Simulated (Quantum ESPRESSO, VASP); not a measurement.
This is a calculation of MnSb for Quantum ESPRESSO 7.5. The cell comes from a database or a generator and needn't be the stable form of this composition.

pw.in

```
&CONTROL
  calculation = 'scf'
  prefix = 'pwscf'
  outdir = './tmp'
  pseudo_dir = './pseudo'
  tprnfor = .true.
  tstress = .true.
  disk_io = 'nowf'
/
&SYSTEM
  ibrav = 0
  nat = 2
  ntyp = 2
  ecutwfc = 65
  ecutrho = 780
  nbnd = 25
  occupations = 'smearing'
  smearing = 'fd'
  degauss = 0.00367493
  nspin = 2
  starting_magnetization(1) = 0.2667
  starting_magnetization(2) = 0
/
&ELECTRONS
  conv_thr = 4d-10
  electron_maxstep = 120
  mixing_beta = 0.3
/
ATOMIC_SPECIES
Mn    54.9380 mn_pbe_v1.5.uspp.F.UPF
Sb   121.7600 sb_pbe_v1.4.uspp.F.UPF
CELL_PARAMETERS angstrom
   1.7079057200    0.9860598200    4.1557474900
  -1.7079057200    0.9860598200    4.1557474900
   0.0000000000   -1.9721196500    4.1557474900
ATOMIC_POSITIONS crystal
Mn     0.5000000000    0.5000000000    0.5000000000
Sb     0.0000000000    0.0000000000    0.0000000000
K_POINTS automatic
9 9 9 0 0 0
```

Potentials or basis: SSSP 1.3 efficiency PBE.

The run is started by

```console
$ OMP_NUM_THREADS=1 pw.x -in pw.in > pw.out
```

Task: What does the same run look like in VASP 6.6.1? Potentials or basis there: PBE PAW files Mn_pv, Sb, 520 eV.

Result: As run (cutoffs and basis follow the program's own potentials, and thresholds, step limits or extra output files can differ):

File INCAR:

```
SYSTEM = MnSb
  PREC = Accurate
  ENCUT = 520
  EDIFF = 1E-7
  ISMEAR = -1
  SIGMA = 0.05
  LREAL = .False.
  LASPH = .True.
  NELM = 100
  ALGO = Normal
  ISIF = 2
  LWAVE = .False.
  LCHARG = .False.
  ISPIN = 2
  MAGMOM = 4 0
  LORBIT = 11
  LMAXMIX = 4
  GGA = PE
  NBANDS = 20
```

File KPOINTS:

```
Automatic mesh
0
Gamma
  9 9 9
  0 0 0
```

File POSCAR:

```
MnSb
1.0
    1.7079057200      0.9860598200      4.1557474900
   -1.7079057200      0.9860598200      4.1557474900
    0.0000000000     -1.9721196500      4.1557474900
Mn Sb
1 1
Direct
    0.5000000000      0.5000000000      0.5000000000
    0.0000000000      0.0000000000      0.0000000000
```

Potentials or basis: VASP PAW PBE potentials, release 64 (Mn_pv, Sb).

The run is started by

```console
$ cat potpaw_PBE.64/Mn_pv/POTCAR potpaw_PBE.64/Sb/POTCAR > POTCAR
$ mpirun -np 1 vasp_std > vasp.out
```

Both were run:

|  | Quantum ESPRESSO | VASP |
| --- | --- | --- |
| Pressure | -1.5 GPa | -1.9 GPa |
| Net moment | 3.70 μB per cell | 3.67 μB per cell |
| Valence electrons inside the program's atomic spheres | Mn 13.74; Sb 12.64 | Mn 11.46; Sb 2.43 |

The potentials hold 30 and 18 valence electrons a cell.

The magnetic state is the one that the start led to; the real crystal's order can differ.

Pressure is positive in compression.
